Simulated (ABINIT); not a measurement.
PtS2:

```
CELL_PARAMETERS angstrom
3.54320 0.00000 0.00000
-1.77160 3.06850 0.00000
0.00000 0.00000 5.03880
ATOMIC_POSITIONS crystal
Pt 0.00000 0.00000 0.00000
S 0.66667 0.33333 0.77300
S 0.33333 0.66667 0.22700
```

Base run:

* Program: ABINIT 10.8.3 (patched build)
* Functional: PBE
* Potentials or basis: JTH PAW PBE v2.0
* Cutoff: 544 eV
* k mesh: 9 × 9 × 5
* Occupations: fermi-dirac, width 0.05 eV
* Spin: no spin polarisation

Its results: band gap on the k mesh 0.98 eV, indirect (least direct gap 1.03 eV); pressure 12.3 GPa; largest force 1.367 eV/Å.

Q: The run is repeated on the same cell with these changes: k mesh from 9 × 9 × 5 to 5 × 5 × 3. What comes out?

A: Band gap on the k mesh 1.26 eV, indirect (least direct gap 1.39 eV); pressure 12.3 GPa; largest force 1.388 eV/Å.

Caveats: spin-orbit coupling is left out, which moves the levels of the heavy elements; an odd mesh through Γ misses points on the zone boundary, where band edges often lie; forces of over 1 eV/Å show positions far from the minimum, so gaps and moduli don't describe the material at rest.

Not every run made on this cell is shown here.
